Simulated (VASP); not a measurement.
A run of VASP 6.6.1 is set up as follows.

File INCAR:

```
ALGO     = Fast           # electronic algorithm
EDIFF    = 1E-6           # SCF threshold, eV
ENCUT    = 520            # plane-wave cutoff, eV
GGA      = PE             # functional
ISIF     = 2              # what is computed and relaxed
ISMEAR   = 0              # smearing method
LASPH    = T              # aspherical terms in the spheres
LCHARG   = F              # write CHGCAR
LREAL    = F              # projectors in reciprocal space
LWAVE    = F              # write WAVECAR
NBANDS   = 30             # bands
NELM     = 100            # most SCF steps
PREC     = Accurate       # precision mode
SIGMA    = 0.1            # smearing width, eV
```

Contents of KPOINTS:

```
k-points
0
Gamma
  18 18 6
```

File POSCAR:

```
Cu
1.0
    2.5670412900      0.0000000000      0.0000000000
   -1.2835206450      2.2231229697      0.0000000000
    0.0000000000      0.0000000000      8.3865575143
Cu
4
Direct
    0.0000000000      0.0000000000      0.0000000000
    0.3333333333      0.6666666667      0.2500000000
    0.0000000000      0.0000000000      0.5000000000
    0.6666666667      0.3333333333      0.7500000000
```

Potentials or basis: VASP PAW PBE potentials, release 64 (Cu).

The run is started by

```console
$ cat potpaw_PBE.64/Cu/POTCAR > POTCAR
$ mpirun -np 1 vasp_std > vasp.out
```

Problem. What does it give for the pressure?

Solution. 0.6 GPa.

Problem. Estimate the band gap on the k mesh.

Solution. None (metal or under the smearing width).
